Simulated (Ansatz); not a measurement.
Ionic part of the dielectric constant of BaS at 22 GPa, mode by mode

Method: Ansatz 0.2.0, DFT PBEsol, scalar-relativistic, plane waves, PAW. Cutoff 420 eV, 8×8×8 k-points (Γ-centred), fixed occupations. No spin polarisation. Phonons by linear response, acoustic sum rule imposed.

The structure is cubic, space group Fm-3m (No. 225). Conventional cell: a = 5.801 Å, b = 5.801 Å, c = 5.801 Å, α = 90.00°, β = 90.00°, γ = 90.00°. Around Ba (site symmetry m-3m) lie 6 S at 2.90 Å. Around S (site symmetry m-3m) lie 6 Ba at 2.90 Å.

Spin–orbit coupling is left out, which matters for heavy elements. Other phases may be more stable at this pressure.

The primitive cell has V = 48.79 Å³ and ε∞,yy = 6.486. Each polar mode adds Δε = (4.92064×10⁷/V)·S/ν² along y, with S its oscillator strength in e²/amu, ν in cm⁻¹ and V in Å³.

Task: From these modes, find each Δε and ε0,yy.
```tsv
ν (cm⁻¹)	S_yy (e²/amu)
220.8	0.3306
```

Result:
```json
{"ν (cm⁻¹)": "220.8", "Δε": "6.84"}
```

The sum is 6.838, so ε0,yy = 13.32; the run's tensor has 13.32.

Task: Where do the longitudinal modes lie for a wave vector along y?

Result: At 317 cm⁻¹. The Lyddane–Sachs–Teller product Π(ν_LO/ν_TO)² = 2.05 matches ε0/ε∞ = 2.05.

Cost: 1 run of about 1.1 core-minutes, on Arm Neoverse N1 (shared hosts).